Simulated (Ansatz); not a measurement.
# KTaO3 (Pm-3m) in Ansatz: further runs

Runs on KTaO3. Level: PBE. Tasks: single point.

Program: Ansatz 0.2.0. These are calculated values, not measurements. Logs are shortened: lines on timing, memory, paths and dates and some standing lists are left out, and cuts for length are marked.

### 1 The structure

Symmetry: Pm-3m, No. 221, cubic system. Conventional cell: a = 3.988 Å, b = 3.988 Å, c = 3.988 Å, α = 90.00°, β = 90.00°, γ = 90.00°. Ta (site symmetry m-3m) has 6 O at 1.99 Å as nearest neighbours. K (site symmetry m-3m) has 12 O at 2.82 Å as nearest neighbours. O (site symmetry 4/mmm) is surrounded by 2 Ta at 1.99 Å.

### 2 Single point, PBE

Contents of input.yaml:

```yaml
crystal:
  lattice:
    - [3.9883, 0.0, 0.0]
    - [0.0, 3.9883, 0.0]
    - [0.0, 0.0, 3.9883]
  atoms:
    - { symbol: Ta, position: [0.0, 0.0, 0.0] }
    - { symbol: K, position: [0.5, 0.5, 0.5] }
    - { symbol: O, position: [0.0, 0.0, 0.5] }
    - { symbol: O, position: [0.0, 0.5, 0.0] }
    - { symbol: O, position: [0.5, 0.0, 0.0] }
hamiltonian:
  xc: pbe
  pseudopotentials: { kind: paw }
kpoints:
  mp_grid: { grid: [7, 7, 7] }
scf:
  occupations: { method: gaussian, width: 0.013 }
output:
  forces: true
  stress: true
  eigenvalues: true
```

Potentials or basis: Ansatz PAW.

Started as:

```
ansatz run input.yaml --threads 2 --pin off --max-ram 5632MiB --backend cpu --events-out ev --progress --plain --runs-dir out
```

Log:

```text
Warning: RAYON_NUM_THREADS=2 ignored (pool sized by the plan → 2); use --threads N
Engine: ansatz 0.2.0, x86_64-unknown-linux-gnu
Pseudopotentials: kind: paw
Pseudopotential: Ta, paw, valence charge 13, recommended cutoff 420 eV (normal), Ta.paw.azcp
Pseudopotential: K, paw, valence charge 9, recommended cutoff 420 eV (normal), K.paw.azcp
Pseudopotential: O, paw, valence charge 6, recommended cutoff 420 eV (normal), O.paw.azcp
Functional definition: PBE
  parameter kappa = 0.804
  parameter beta = 0.06672455060314922
  exchange = pbe_x(kappa = kappa, mu = beta*pi^2/3)
  correlation = pbe_c(beta = beta)
Crystal: 5 atoms, lattice volume = 63.440 Å³
Basis set: ecut = 420 eV, 1237 PW (Γ), exchange–correlation on 54×54×54 points (8 copies of the dense FFT grid, shifted against one another)
Bands: 25, of which v1, the nominal top of the filled ones, is band 20 counted from 1 (19 counted from 0)
Symmetry: 48 space group operations
Space group: Pm-3m (ITA 221), of the structure as read, at distance tolerance 4.0e-5 Å
k-points: 20 of 343
Non-local potential: Ta, projectors of the file, l = 0: 3, l = 1: 2, l = 2: 2, l = 3: 1
Non-local potential: K, projectors of the file, l = 0: 3, l = 1: 2, l = 2: 2
Non-local potential: O, projectors of the file, l = 0: 2, l = 1: 2, l = 2: 1
PAW form: soft (Blöchl's): semilocal exchange-correlation on the pseudo side does not see the compensation charge
PAW one-centre angular grid: Ta, 590 points (default); XC on 64 Gauss nodes
PAW one-centre angular grid: K, 110 points (default); XC on 64 Gauss nodes
PAW one-centre angular grid: O, 110 points (default); XC on 64 Gauss nodes
Initial density: superposition of atomic densities (neutral atoms: chi_scale 0, normalization atom), corrected by the library's trained network
Initial wavefunctions: pseudopotential atomic-orbital guess
Functional: x = pbe(κ = 0.804, μ = 0.2195149727645171), c = pbe(β = 0.06672455060314922)
SCF iter   1: F=—  HF=-13178.201292 eV  |F-HF|=—  |Δ(HF+E_count)|=         —  Δρ=9.96e-4  dr2=2.17e-4  ethr=1.77e-3  ⟨swp⟩=6.4  Hψ=2491  notcnv=0
preconditioner: auto → Resta (q_TF=auto, 2.526 Å⁻¹)  ε∞=4.7  [insulator: Δε(μ)=2.272 eV  Ē_g=13.241 eV  σ=0.013 eV  W_gap=1.00  n_scr=18 (ndim 8)  ℏωp=25.5 eV  f_vac=0.012  D(μ)=0.00/eV (n_scr^D=0)  ε∞_Penn≈4.7]
SCF iter   2: F=—  HF=-13178.201757 eV  |F-HF|=—  |Δ(HF+E_count)|=   4.64e-4  Δρ=5.14e-4  dr2=4.23e-5  ethr=5.43e-7  ⟨swp⟩=2.0  Hψ=1115  notcnv=0  defer=11
SCF iter   3: F=—  HF=-13178.200807 eV  |F-HF|=—  |Δ(HF+E_count)|=   9.50e-4  Δρ=2.61e-4  dr2=1.10e-5  ethr=1.06e-7  ⟨swp⟩=2.0  Hψ=778  notcnv=0  defer=11
SCF iter   4: F=—  HF=-13178.200856 eV  |F-HF|=—  |Δ(HF+E_count)|=   4.95e-5  Δρ=2.47e-5  dr2=2.62e-7  ethr=2.74e-8  ⟨swp⟩=2.0  Hψ=839  notcnv=0  defer=11
iter 5 did not close the SCF: its close was put off for the readings that it lacked (scf_convergence_deferred on its scf_iter line)
SCF iter   5: F=-13178.200857 eV  HF=-13178.200857 eV  |F-HF|=7.80e-9  |Δ(HF+E_count)|=   3.74e-7  Δρ=6.87e-6  dr2=3.73e-8  ethr=6.56e-10  ⟨swp⟩=2.7  Hψ=824  notcnv=0  defer=11
SCF iter   6: F=-13178.200857 eV  HF=-13178.200857 eV  |F-HF|=3.37e-10  |Δ(HF+E_count)|=   1.76e-8  Δρ=1.49e-6  dr2=1.62e-9  ethr=9.32e-11  ⟨swp⟩=5.6  Hψ=1988  notcnv=0
SCF 1 converged in 6 iterations: F = -13178.200857 eV  dr2 = 1.62e-9
SCF converged after 6 iterations
Free energy (F): -13178.200857 eV
Harris-Foulkes:  -13178.200857 eV  (|F-HF|=3.37e-10)
Internal energy: -13178.200857 eV  (E = F + TS)
E sigma→0 (E₀):  -13178.200857 eV
Fermi energy:    9.871054 eV
--- Per-component energies (eV) ---
  E_band       = -251.876776
  E_kinetic    = 1146.680024
  E_local      = -2222.886590  (includes V_loc(G=0)·N_el)
  E_nonlocal   = 170.584676
  E_hartree    = 778.074280
  E_xc         = -576.217909
  E_vxc        = -653.018961  (∫ρ·V_xc dr)
  E_paw        = -9653.105384  (= ΣΔE_a)
  E_vpaw       = -249.392254  (= ΣTr[D̂ρ^β])
  E_aug_tail   = 0.007427  (compensation charges beyond the density's cutoff)
  E_ewald      = -2821.337382
  E_smearing   = -0.000000  (= −TS)
  E_closure    = -0.000000  (closes the sum)
  Σ components = -13178.200857   (vs F -13178.200857, Δ=0.00e0)
--- Forces (eV/Å), atoms counted from 1 ---
  atom   1  Ta     0.00000000     0.00000000     0.00000000
  atom   2  K      0.00000000     0.00000000    -0.00000000
  atom   3  O      0.00000000     0.00000000    -0.00000000
  atom   4  O      0.00000000    -0.00000000    -0.00000000
  atom   5  O      0.00000000    -0.00000000     0.00000000
  max |Σ_I F_I| component: 4.62e-29 eV/Å
--- Stress (GPa, compression-positive) ---
        5.408796       0.000000       0.000000
        0.000000       5.408796       0.000000
        0.000000       0.000000       5.408796
  P = ⅓ Tr σ = 5.4088 GPa (54.088 kbar)
--- Band table (eV; the first three rows and the last of 20) ---
  k-point 0: bands = ["-58.6994", "-25.2217", "-25.2217", "-25.2217", "-18.5174", "-8.7373", "-8.0457", "-8.0457", "-2.0664", "-2.0664", "-2.0664", "6.3851", "6.3851", "6.3851", "7.7383", "7.7383", "7.7383", "8.1783", "8.1783", "8.1783", "11.0116", "11.0116", "11.0116", "15.4255", "15.6083"]
  k-point 1: bands = ["-58.6993", "-25.2389", "-25.2210", "-25.2210", "-18.5122", "-8.6818", "-8.0414", "-7.9339", "-2.0592", "-2.0592", "-2.0395", "5.8941", "6.3613", "6.3613", "7.4373", "7.4373", "7.6361", "7.6466", "8.0832", "8.0832", "11.0403", "11.6188", "11.6188", "15.6187", "15.7452"]
  k-point 2: bands = ["-58.6991", "-25.2770", "-25.2195", "-25.2195", "-18.5004", "-8.6333", "-8.0316", "-7.5693", "-2.0430", "-2.0430", "-1.9784", "4.5908", "6.3063", "6.3063", "6.8809", "6.8809", "7.0089", "7.4528", "8.0026", "8.0026", "11.1065", "12.7947", "12.7947", "15.6359", "16.4665"]
  k-point 19: bands = ["-58.6983", "-25.2988", "-25.2987", "-25.2987", "-18.4623", "-7.2182", "-7.1594", "-7.1594", "-2.2975", "-2.2975", "-2.2552", "3.4756", "3.5752", "3.5752", "4.8808", "4.9652", "4.9652", "8.6781", "8.6781", "8.7304", "15.0368", "15.0970", "15.0970", "17.9281", "17.9281"]
```

Wall time 3.1 s (2 threads of Intel Xeon at 2.50GHz (Skylake/Cascade Lake), shared host); peak memory 0.36 GiB.

Results:

```
Free energy            : -13178.2009 eV
Pressure               : 5.4 GPa
Band gap on the k mesh : 2.28 eV, indirect (least direct gap 2.83 eV)
```

Caveat: odd divisions of the mesh miss points on the zone boundary, where band edges often lie, so the gap on the mesh can be too wide; the pressure holds a Pulay correction of +0.6 GPa for the finite cutoff; spin-orbit coupling is left out, which moves the levels of the heavy elements. A hybrid or GW would open this gap; PBE tends to underestimate it.

### 3 Single point, PBE

Edit input.yaml of step 2 so:

```diff
@@ -17,3 +17,3 @@
 scf:
-  occupations: { method: gaussian, width: 0.013 }
+  occupations: { method: gaussian, width: 0.014 }
 output:
```

Potentials or basis: Ansatz PAW.

Started as:

```
ansatz run input.yaml --threads 2 --pin off --max-ram 5632MiB --backend cpu --events-out ev --progress --plain --runs-dir out
```

Wall time 2.9 s (2 threads of Intel Xeon at 2.50GHz (Skylake/Cascade Lake), shared host); peak memory 0.36 GiB.

It converged, with:

| Quantity | Value |
| --- | --- |
| Free energy | -13178.2009 eV |
| Pressure | 5.4 GPa |
| Band gap on the k mesh | 2.28 eV, indirect (least direct gap 2.83 eV) |

Levels at points of the mesh, in eV from the valence-band top:
```
           k point  band 17  band 18  band 19  band 20  band 21  band 22  band 23  band 24
(0.00, 0.00, 0.00)    -0.99    -0.55    -0.55    -0.55     2.28     2.28     2.28     6.70
```

Caveat: odd divisions of the mesh miss points on the zone boundary, where band edges often lie, so the gap on the mesh can be too wide; the pressure holds a Pulay correction of +0.6 GPa for the finite cutoff; spin-orbit coupling is left out, which moves the levels of the heavy elements. A k mesh can miss the band edges.
